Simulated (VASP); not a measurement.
# Sn (Im-3m) in VASP: a series of runs

The runs below take Sn through single point, with PBEsol.

Everything below comes from runs of VASP 6.6.1. Logs are shortened: lines on timing, memory, paths and dates and some standing lists are left out, and cuts for length are marked.

## 1. The crystal as given

It takes space group Im-3m (No. 229, cubic). Conventional cell: a = 3.789 Å, b = 3.789 Å, c = 3.789 Å, α = 90.00°, β = 90.00°, γ = 90.00°. Around Sn (site symmetry m-3m) lie 8 Sn at 3.28 Å.

This isn't the form of Sn at room conditions, which is tetragonal (white tin).

## 2. Single point, PBEsol

Input file INCAR:

```
SYSTEM = Sn
PREC = Accurate
ENCUT = 300
EDIFF = 1E-6
ISMEAR = -1
SIGMA = 0.1
LREAL = .False.
LASPH = .True.
NELM = 100
ALGO = Normal
ISIF = 2
LWAVE = .False.
LCHARG = .False.
GGA = PS
NBANDS = 13
ADDGRID = .False.
```

Input file KPOINTS:

```
Automatic mesh
0
Gamma
  3 3 3
  0 0 0
```

Input file POSCAR:

```
Sn
1.0
   -1.8946518192      1.8946518192      1.8946518192
    1.8946518192     -1.8946518192      1.8946518192
    1.8946518192      1.8946518192     -1.8946518192
Sn
1
Direct
    0.0000000000      0.0000000000      0.0000000000
```

Potentials or basis: VASP PAW PBE potentials, release 64 (Sn_d).

The run is started by

```
$ cat potpaw_PBE.64/Sn_d/POTCAR > POTCAR
$ mpirun -np 1 vasp_std > vasp.out
```

OUTCAR:

```text
SYSTEM = Sn
   PREC = Accurate
   ENCUT = 300
   EDIFF = 1E-6
   ISMEAR = -1
   LREAL = .False.
   LASPH = .True.
   NELM = 100
   ISIF = 2
   GGA = PS

 Found      4 irreducible k-points:

 Following reciprocal coordinates:
            Coordinates               Weight
  0.000000  0.000000  0.000000      1.000000
  0.333333  0.000000  0.000000     12.000000
  0.333333  0.333333  0.000000      8.000000
 -0.333333  0.333333  0.333333      6.000000
   k-points           NKPTS =      4   k-points in BZ     NKDIM =      4   number of bands    NBANDS=     13
   number of dos      NEDOS =    301   number of ions     NIONS =      1
   total plane-waves  NPLWV =   8000
   dimension x,y,z NGX =    20 NGY =   20 NGZ =   20
   dimension x,y,z NGXF=    40 NGYF=   40 NGZF=   40
   ions per type =               1
   NGX,Y,Z   is equivalent  to a cutoff of  10.13, 10.13, 10.13 a.u.
   NGXF,Y,Z  is equivalent  to a cutoff of  20.26, 20.26, 20.26 a.u.
 SYSTEM =  Sn
   PREC   = accura    normal or accurate (medium, high low for compatibility)
   ISTART =      0    job   : 0-new  1-cont  2-samecut
   ICHARG =      2    charge: 1-file 2-atom 10-const
   ISPIN  =      1    spin polarized calculation?
   LNONCOLLINEAR =      F non collinear calculations
   LSORBIT =      F    spin-orbit coupling
   LASPH  =      T    aspherical Exc in radial PAW
   ENCUT  =  300.0 eV  22.05 Ry    4.70 a.u.   4.63  4.63  4.63*2*pi/ulx,y,z
   NELM   =    100;   NELMIN=  2; NELMDL= -5     # of ELM steps
   EDIFF  = 0.1E-05   stopping-criterion for ELM
   LREAL  =      F    real-space projection
   EDIFFG = 0.1E-04   stopping-criterion for IOM
   NSW    =      0    number of steps for IOM
   IBRION =     -1    ionic relax: 0-MD 1-quasi-New 2-CG
   NFREE  =      0    steps in history (QN), initial steepest desc. (CG)
   ISIF   =      2    stress and relaxation
   ISYM   =      2    0-nonsym 1-usesym 2-fastsym
   POTIM  = 0.5000    time-step for ionic-motion
   TEBEG  =    0.0;   TEEND  =   0.0 temperature during run
   PSTRESS=    0.0 pullay stress
   NELECT =      14.0000    total number of electrons
   NUPDOWN=      -1.0000    fix difference up-down
   EMIN   =  10.00;   EMAX   =-10.00  energy-range for DOS
   EFERMI =   0.00;   METHOD = LEGACY
   ISMEAR =    -1;   SIGMA  =   0.10  broadening in eV -4-tet -1-fermi 0-gaus
   EFERMI_NEDOS =   21; number of points for ismear=-14 and -15
   IALGO  =     38    algorithm
   IMIX   =      4    mixing-type and parameters
     AMIX     =   0.40;   BMIX     =  1.00
     AMIX_MAG =   1.60;   BMIX_MAG =  1.00
  volume/ion in A,a.u.               =      27.20       183.59
  Fermi-wavevector in a.u.,A,eV,Ry     =   1.311902  2.479136 23.416813  1.721087
  Thomas-Fermi vector in A             =   2.442332
   LORBIT       =      0    0 simple, 1 ext, 2 COOP (PROOUT), +10 PAW based schemes
   GGA     = PS    functional components
   LHFCALC =     F    Hartree Fock is set to
   AEXX    =    0.0000 exact exchange contribution
   IVDW    =     0    specifies the selected vdW correction
   LEPSILON=     F    determine dielectric tensor
   LRPA    =     F    only Hartree local field effects (RPA)
 non-spin polarized calculation
  energy-cutoff  :      300.00
  volume of cell :       27.20
 maximum number of plane-waves:       322
 NGX is ok and might be reduce to    18
   NGX =  9   NGY =  9   NGZ =  9

 number of electron      14.0000035 magnetization

 Free energy of the ion-electron system (eV)
  ---------------------------------------------------
  ext. energy  EPLUGINS =         0.00000000
  ---------------------------------------------------
  free energy    TOTEN  =        -4.27084670 eV

  energy without entropy =       -4.24534959  energy(sigma->0) =       -4.25809814

 E-fermi :   7.1439     XC(G=0): -10.5163

 val. band max:        6.9041540505   @ k =   0.3333   0.0000   0.0000
 cond. band min:       8.6139301230   @ k =  -0.3333   0.3333   0.3333
 fundamental gap:      1.7097760726
 Fermi energy:         7.1439432509

 k-point     1 :       0.0000    0.0000    0.0000
  band No.  band energies     occupation
      1     -13.5772      2.00000
      2     -13.5772      2.00000
      3     -13.5772      2.00000
      4     -13.4351      2.00000
      5     -13.4351      2.00000
      6      -3.1960      2.00000
      7      15.8274      0.00000
      8      15.8274      0.00000
      9      15.8274      0.00000
     10      20.0343      0.00000
     11      20.0343      0.00000
     12      20.0343      0.00000
     13      20.6541      0.00000

 k-point     2 :       0.3333    0.0000    0.0000
  band No.  band energies     occupation
      1     -13.6118      2.00000
      2     -13.5513      2.00000
      3     -13.4532      2.00000
      4     -13.4394      2.00000
      5     -13.4100      2.00000
      6      -0.7838      2.00000
      7       6.9042      1.83333
      8      12.2058      0.00000
      9      13.8369      0.00000
     10      16.2723      0.00000
     11      16.6208      0.00000
     12      21.1388      0.00000
     13      22.8046      0.00000

 k-point     3 :       0.3333    0.3333    0.0000
  band No.  band energies     occupation
      1     -13.5890      2.00000
      2     -13.4836      2.00000
      3     -13.4836      2.00000
      4     -13.4216      2.00000
      5     -13.4216      2.00000
      6       2.4776      2.00000
      7       5.4402      2.00000
      8       5.4402      2.00000
      9      11.9379      0.00000
     10      19.0448      0.00000
     11      20.1528      0.00000
     12      20.1528      0.00000
     13      26.4008      0.00000

 k-point     4 :      -0.3333    0.3333    0.3333
  band No.  band energies     occupation
      1     -13.5541      2.00000
      2     -13.5203      2.00000
      3     -13.4371      2.00000
      4     -13.4371      2.00000
      5     -13.4243      2.00000
      6       1.5520      2.00000
      7       8.6139      0.00000
      8       8.7593      0.00000
      9       8.7593      0.00000
     10      12.7238      0.00000
     11      17.5508      0.00000
     12      23.6247      0.00000
     13      23.9295      0.00000

------------------------ aborting loop because EDIFF is reached ----------------------------------------

  FORCE on cell =-STRESS in cart. coord.  units (eV):
  Direction    XX          YY          ZZ          XY          YZ          ZX
  --------------------------------------------------------------------------------------
  -------------------------------------------------------------------------------------
  Total       -0.7616875     -0.7616875     -0.7616875     -0.0000000     -0.0000000     -0.0000000
  in kB      -44.8579269    -44.8579269    -44.8579269     -0.0000000     -0.0000000     -0.0000000
  external PRESSURE =     -44.8579269 kB  Pullay stress =       0.0000000 kB

 VOLUME and BASIS-vectors are now :
 -----------------------------------------------------------------------------
  energy-cutoff  :      300.00
  volume of cell :       27.20
      direct lattice vectors                 reciprocal lattice vectors
    -1.894651819  1.894651819  1.894651819     0.000000000  0.263900731  0.263900731
     1.894651819 -1.894651819  1.894651819     0.263900731  0.000000000  0.263900731
     1.894651819  1.894651819 -1.894651819     0.263900731  0.263900731  0.000000000

 POSITION                                       TOTAL-FORCE (eV/Angst)
 -----------------------------------------------------------------------------------
      0.00000      0.00000      0.00000         0.000000     -0.000000      0.000000
 -----------------------------------------------------------------------------------
    total drift:                                0.000000     -0.000000      0.000000

  FREE ENERGIE OF THE ION-ELECTRON SYSTEM (eV)
  ---------------------------------------------------
  free  energy   TOTEN  =        -4.2708466954 eV

  energy  without entropy=       -4.2453495898  energy(sigma->0) =       -4.25809814
```

Wall time 2 s (1 thread of Intel Xeon Platinum 8375C at 2.90GHz (Ice Lake), shared host); peak memory 0.11 GiB.

The run converged, but some of its settings lie outside the range that counts as converged, so its numbers aren't taken as properties of the crystal.

Results:

```yaml
Free_energy: -4.2708 eV
Pressure: -4.5 GPa
Band_gap_on_the_k_mesh: none (metal or under the smearing width)
```

Caveat: the k mesh is coarse (spacing up to 0.78 Å⁻¹), so the values aren't converged; the PAW data sets were made with another functional, which shifts forces and pressure a little.

## 3. Single point, PBEsol

Edit INCAR of step 2 so:

```diff
@@ -2,3 +2,3 @@
 PREC = Accurate
-ENCUT = 300
+ENCUT = 400
 EDIFF = 1E-6
```

KPOINTS is that of step 2.

POSCAR is that of step 2.

Potentials or basis: VASP PAW PBE potentials, release 64 (Sn_d).

The run is started by

```
$ cat potpaw_PBE.64/Sn_d/POTCAR > POTCAR
$ mpirun -np 1 vasp_std > vasp.out
```

It took 2.4 s on 1 thread of Intel Xeon Platinum 8375C at 2.90GHz (Ice Lake), shared host; peak memory 0.13 GiB.

The run converged, but some of its settings lie outside the range that counts as converged, so its numbers aren't taken as properties of the crystal.

What came out:

```
Free energy            : -4.2726 eV
Pressure               : -4.1 GPa
Band gap on the k mesh : none (metal or under the smearing width)
```

Caveat: the k mesh is coarse (spacing up to 0.78 Å⁻¹), so the values aren't converged; the PAW data sets were made with another functional, which shifts forces and pressure a little.

## 4. The reference run

An earlier run on the cell as given: functional PBE; potentials or basis VASP PAW PBE potentials, release 64 (Sn_d); cutoff 520 eV; k mesh 10 × 10 × 10; occupations fermi-dirac, width 0.05 eV; no spin polarisation.

* Pressure: 0.6 GPa
* Band gap on the k mesh: none (metal or under the smearing width)
